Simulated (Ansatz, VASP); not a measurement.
**RbBr: VASP beside Ansatz**

File INCAR:

```
SYSTEM = RbBr
  PREC = Accurate
  ENCUT = 520
  EDIFF = 1E-6
  ISMEAR = 0
  SIGMA = 0.05
  LREAL = .False.
  LASPH = .True.
  NELM = 60
  ALGO = Normal
  ISIF = 2
  LWAVE = .False.
  LCHARG = .True.
  GGA = PE
  LELF = .True.
  LVHAR = .True.
  NBANDS = 15
```

File KPOINTS:

```
regular mesh
0
Gamma
  8 8 8
  0 0 0
```

File POSCAR:

```
RbBr
1.0
    0.0000000000      3.5083429181      3.5083429181
    3.5083429181      0.0000000000      3.5083429181
    3.5083429181      3.5083429181      0.0000000000
Rb Br
1 1
Direct
    0.5000000000      0.5000000000      0.5000000000
    0.0000000000      0.0000000000      0.0000000000
```

Input for Ansatz:

```yaml
crystal:
  lattice:
    - [0.0, 3.5083429181, 3.5083429181]
    - [3.5083429181, 0.0, 3.5083429181]
    - [3.5083429181, 3.5083429181, 0.0]
  atoms:
    - { symbol: Rb, position: [0.5, 0.5, 0.5] }
    - { symbol: Br, position: [0.0, 0.0, 0.0] }
basis:
  ecutwfc: 420
  ecutrho_ratio: 4
kpoints:
  mp_grid: { grid: [8, 8, 8] }
hamiltonian:
  xc: pbe
scf:
  occupations: { method: gaussian, width: 0.05 }
output:
  forces: true
  stress: true
  eigenvalues: true
```

Alike in both runs: task single point; functional PBE; k mesh 8 × 8 × 8; occupations gaussian, width 0.05 eV; no spin polarisation.

|  | VASP | Ansatz |
| --- | --- | --- |
| version | VASP 6.6.1 | Ansatz 0.2.0 |
| potentials or method | VASP PAW PBE potentials, release 64 (Rb_sv, Br) | scalar-relativistic, plane waves, PAW |
| plane-wave cutoff (eV) | 520 | 420 |
| valence electrons in the cell | 16 | 16 |

```csv
,VASP,Ansatz,Ansatz less VASP
gap on the k mesh at the Fermi level (eV),4.19,4.19,+0.002
least direct gap on the mesh (eV),4.19,4.19,+0.002
pressure (GPa),0.0,0.0,-0.02
```

The functional is the same, so the differences come from potentials, cutoffs and numerics.

A k mesh can miss the band edges. A hybrid or GW would open this gap; PBE tends to underestimate it.
